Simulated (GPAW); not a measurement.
Runs of GPAW 26.7.0 on HfO2. It takes space group P4_2/nmc (No. 137, tetragonal). The conventional cell has a = 3.558 Å, b = 3.558 Å, c = 5.172 Å, α = 90.00°, β = 90.00°, γ = 90.00°. Hf (site symmetry -4m2) has 4 O at 2.05 Å as nearest neighbours. O (site symmetry 2mm) has 2 Hf at 2.05 Å as nearest neighbours. Measurements of this composition are mostly on another form, of space group No. 14.

```csv
level,potentials or basis,eigensolver,older calculator (legacy_gpaw),gap on the mesh (eV),pressure (GPa),largest force (eV/Å)
PBEsol,"PAW data sets generated in the run's folder for this functional, pw",-,-,4.64,2.4,0.21
vdW-DF-cx,"GPAW PAW data sets (gpaw-data 1.2.1), pw",-,-,4.72,-,0.27
BLYP,"PAW data sets generated in the run's folder for this functional, pw",davidson,-,(a),15.1,0.15
LDA,"the program's PAW data sets (release 1.2.1) made for this functional, pw",-,-,4.56,-5.5,0.05
revPBE,"the program's PAW data sets (release 1.2.1) made for this functional, pw",-,-,4.80,14.9,0.32
TPSS,"GPAW PAW data sets (gpaw-data 1.2.1), pw",davidson,-,4.85,8.1,0.38
AM05,"PAW data sets generated in the run's folder for this functional, pw",-,-,4.66,2.8,0.20
optB88-vdW,"GPAW PAW data sets (gpaw-data 1.2.1), pw",-,yes,4.77,-,(b)
```

Alike in all rows: task single point; no spin polarisation; cell as given; k mesh 7 × 7 × 5; cutoff (eV) 800; smearing fermi-dirac 0.05 eV.

Question: Estimate the missing entries.

Answer: (a) 4.79; (b) 0.23.

Caveats: spin-orbit coupling is left out, which moves the levels of the heavy elements; an odd mesh through Γ misses points on the zone boundary, where band edges often lie; the PAW data sets were made with another functional, which shifts forces and pressure a little (some runs).

A k mesh can miss the band edges, and the runs leave out spin-orbit coupling on Hf.

Runs at the PBE level aren't shown here.
